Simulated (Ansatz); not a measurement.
## Molecular dynamics of ZnInGaO4

input.yaml

```yaml
accuracy: low
crystal:
  lattice:
    - [-3.520922, -2.032805, 9.128944]
    - [3.520922, -2.032805, 9.128944]
    - [0.0, 4.06561, 9.128944]
  atoms:
    - { symbol: Zn, position: [0.218382, 0.218382, 0.218382] }
    - { symbol: In, position: [0.002768, 0.002768, 0.002768] }
    - { symbol: Ga, position: [0.787034, 0.787034, 0.787034] }
    - { symbol: O, position: [0.295143, 0.295143, 0.295143] }
    - { symbol: O, position: [0.711358, 0.711358, 0.711358] }
    - { symbol: O, position: [0.121717, 0.121717, 0.121717] }
    - { symbol: O, position: [0.863599, 0.863599, 0.863599] }
    - { symbol: Zn, position: [0.718382, 0.718382, 0.218382] }
    - { symbol: In, position: [0.502768, 0.502768, 0.002768] }
    - { symbol: Ga, position: [0.287034, 0.287034, 0.787034] }
    - { symbol: O, position: [0.795143, 0.795143, 0.295143] }
    - { symbol: O, position: [0.211358, 0.211358, 0.711358] }
    - { symbol: O, position: [0.621717, 0.621717, 0.121717] }
    - { symbol: O, position: [0.363599, 0.363599, 0.863599] }
    - { symbol: Zn, position: [0.718382, 0.218382, 0.718382] }
    - { symbol: In, position: [0.502768, 0.002768, 0.502768] }
    - { symbol: Ga, position: [0.287034, 0.787034, 0.287034] }
    - { symbol: O, position: [0.795143, 0.295143, 0.795143] }
    - { symbol: O, position: [0.211358, 0.711358, 0.211358] }
    - { symbol: O, position: [0.621717, 0.121717, 0.621717] }
    - { symbol: O, position: [0.363599, 0.863599, 0.363599] }
    - { symbol: Zn, position: [0.218382, 0.718382, 0.718382] }
    - { symbol: In, position: [0.002768, 0.502768, 0.502768] }
    - { symbol: Ga, position: [0.787034, 0.287034, 0.287034] }
    - { symbol: O, position: [0.295143, 0.795143, 0.795143] }
    - { symbol: O, position: [0.711358, 0.211358, 0.211358] }
    - { symbol: O, position: [0.121717, 0.621717, 0.621717] }
    - { symbol: O, position: [0.863599, 0.363599, 0.363599] }
basis:
  ecutwfc: 420.0
kpoints:
  mp_grid: { grid: [2, 2, 2] }
hamiltonian:
  xc: pbe
  pseudopotentials: { kind: paw, azcp: { folder: soft_1 } }
scf:
  occupations: { method: fermi_dirac, width: 0.17 }
  lower_state_search: "off"
md:
  timestep: 1.5
  n_steps: 250
  ensemble: nvt_langevin
  temperature: 2000.0
  initial_velocities: maxwell_boltzmann
  seed: 423386
  friction: 0.02
```

Command:

```bash
$ ansatz run input.yaml --threads 4 --pin off --max-ram 10240MiB --backend cpu --events-out ev --progress --plain --runs-dir out
```

It starts from an unrelaxed structure (largest force component 0.27 eV/Å).

Output, in part (step lines):

```
md step     0: t =     0.00 fs  T =  1928.6 K  F+E_penalty+E_count = -59881.65755683 eV  E_kin = 6.980040 eV  (11 SCF iters)
md step     1: t =     1.50 fs  T =  2034.4 K  F+E_penalty+E_count = -59881.63203608 eV  E_kin = 7.362981 eV  (8 SCF iters)
md step     2: t =     3.00 fs  T =  2101.6 K  F+E_penalty+E_count = -59881.53129599 eV  E_kin = 7.606428 eV  (8 SCF iters)
md step     3: t =     4.50 fs  T =  2070.8 K  F+E_penalty+E_count = -59881.36169838 eV  E_kin = 7.494676 eV  (8 SCF iters)
md step     4: t =     6.00 fs  T =  1955.1 K  F+E_penalty+E_count = -59881.12806034 eV  E_kin = 7.076209 eV  (8 SCF iters)
md step     5: t =     7.50 fs  T =  2115.0 K  F+E_penalty+E_count = -59880.82781673 eV  E_kin = 7.654881 eV  (7 SCF iters)
md step     6: t =     9.00 fs  T =  2166.5 K  F+E_penalty+E_count = -59880.47001776 eV  E_kin = 7.841350 eV  (6 SCF iters)
md step     7: t =    10.50 fs  T =  2125.5 K  F+E_penalty+E_count = -59880.06878640 eV  E_kin = 7.692931 eV  (7 SCF iters)
[... lines left out ...]
md step   250: t =   375.00 fs  T =  2457.1 K  F+E_penalty+E_count = -59874.58088561 eV  E_kin = 8.892845 eV  (9 SCF iters)
```

The steps, from the saved trajectory:

```
time (fs)  T (K)  potential energy less start (eV)
        0   1929                             0.000
       12   2019                             2.032
       24   1972                             3.787
       36   1274                             4.388
       48   1404                             4.297
       60   1295                             4.576
       72   1838                             5.000
       84   1562                             6.427
       96   1422                             6.959
      108   1795                             6.632
      120   2075                             7.270
      132   1889                             7.057
      144   1718                             6.469
      156   1335                             7.387
      168   1948                             6.943
      180   1978                             6.436
      192   1919                             6.858
      204   1826                             7.454
      216   1835                             7.656
      228   1324                             8.454
      240   2117                             6.457
      252   2038                             7.786
      264   2125                             6.837
      276   2189                             5.780
      288   1912                             7.006
      300   1951                             7.567
      312   2313                             5.961
      324   2106                             6.635
      336   1771                             8.723
      348   1913                             9.645
      360   2574                             7.360
      372   2483                             6.487
```

The run went to its last step. A run of 0.38 ps of so small a system gives no equilibrium averages. Limits of this set-up: coarse k mesh, low accuracy level.

Mean squared displacements from the first frame to the last, about the centre of mass: Zn 0.33 Å², In 0.24 Å², Ga 0.06 Å², O 0.15 Å².

Last frame:

```xyz
28
Lattice="-3.5209 -2.0328 9.1289 3.5209 -2.0328 9.1289 0.0000 4.0656 9.1289" Properties=species:S:1:pos:R:3
Zn -0.775 0.581 5.990
In -0.630 0.207 0.564
Ga -0.030 0.138 21.242
O -0.708 0.061 7.849
O 0.017 -0.219 19.501
O -0.329 0.134 3.179
O -0.280 -0.025 23.636
Zn 0.171 -2.337 15.361
In -0.195 -1.951 8.530
Ga -0.140 2.027 12.537
O -0.912 -2.439 17.160
O 0.018 2.293 10.150
O -0.358 -2.128 12.488
O -0.133 2.200 14.574
Zn -1.997 1.095 14.934
In -2.003 0.914 9.345
Ga 1.408 -0.710 12.280
O -1.725 1.015 16.978
O 1.357 -0.912 10.338
O -1.665 1.128 12.230
O 1.164 -0.727 14.308
Zn 1.650 1.719 15.044
In 1.685 1.131 9.089
Ga -2.099 -0.882 12.332
O 1.493 1.217 17.300
O -2.530 -0.616 10.434
O 1.692 1.226 12.420
O -2.140 -0.801 14.169
```

Time of the run: 31 min on 4 threads of Arm Neoverse V1, on a shared host, peak memory 2 GiB.
